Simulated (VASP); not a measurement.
A run of VASP 6.6.1 is set up as follows.

POSCAR

```
Te
1.0
    4.3110270025      0.0000000000      0.0000000000
   -2.1555135013      3.7334589006      0.0000000000
   -0.0000000000     -0.0000000000      5.9737348575
  Te
     3
Direct
     0.2853094442804552    0.0000000000000000    0.3333333332999970
     0.0000000000000000    0.2853094442804552    0.6666666667000030
     0.7146905557195449    0.7146905557195449    0.0000000000000000
```

Contents of INCAR.step1:

```
  PREC = Accurate
  ENCUT = 600
  EDIFF = 1E-8
  ISMEAR = 0
  SIGMA = 0.03
  LREAL = F
  LASPH = T
  NELM = 80
  ALGO = Normal
  ISIF = 3
  LWAVE = F
  LCHARG = F
  GGA = PE
  IVDW = 12
  KPAR = 2
  IBRION = 2
  NSW = 40
  EDIFFG = -0.002
```

Contents of INCAR.step2:

```
  PREC = Accurate
  ENCUT = 600
  EDIFF = 1E-8
  ISMEAR = 0
  SIGMA = 0.03
  LREAL = F
  LASPH = T
  NELM = 80
  ALGO = Normal
  ISIF = 2
  LWAVE = F
  LCHARG = F
  GGA = PE
  IVDW = 12
  KPAR = 2
  IBRION = 6
  NFREE = 2
  POTIM = 0.015
  NSW = 1
```

Contents of KPOINTS:

```
Automatic mesh
0
Gamma
  9 9 6
```

Potentials or basis: VASP PAW PBE potentials, release 64 (Te).

Run with:

```console
$ cat potpaw_PBE.64/Te/POTCAR > POTCAR
$ cp INCAR.step1 INCAR
$ mpirun -np 2 vasp_std > vasp.out
$ cp CONTCAR POSCAR
$ cp INCAR.step2 INCAR
$ mpirun -np 2 vasp_std > vasp.out
```

(1) What does it give for the highest phonon frequency at Γ?

(2) Predict the dispersion energy per atom.

Results:

(1) 126 cm⁻¹.

(2) -0.457 eV.
